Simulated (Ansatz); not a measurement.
## Ge: equation of state with r2SCAN0

Ge:

```
Ge
1.0
     0.00000    2.82891    2.82891
     2.82891    0.00000    2.82891
     2.82891    2.82891    0.00000
Ge
2
Direct
  0.75000 0.75000 0.75000
  0.50000 0.50000 0.50000
```

- Program: Ansatz 0.2.0
- Task: equation of state
- Functional: r2SCAN0
- Potentials or basis: Ansatz PAW
- Cutoff: 500 eV
- Density cutoff: 2000 eV
- k mesh: 4 × 4 × 4
- Occupations: fermi-dirac, width 0.05 eV
- Spin: no spin polarisation

```
Equilibrium volume                      : 22.44 Å³/atom
Bulk modulus                            : 82 GPa
Pressure derivative of the bulk modulus : 4.6
```

Energy against volume, from the lowest point:
```
volume (Å³/atom)  energy (meV/atom)
          21.281              16.38
          21.733               5.54
          22.186               0.31
          22.639               0.00
          23.092               4.15
          23.545              12.28
          23.997              23.93
```

All runs of the series together: 54 s on 2 threads of INTEL(R) XEON(R) PLATINUM 8581C CPU @ 2.10GHz (Emerald Rapids) (shared host).

Caveat: the k mesh is coarse (spacing up to 0.48 Å⁻¹), so the values aren't converged, least of all with exact exchange; the PAW data sets were made with another functional, which shifts forces and pressure a little.
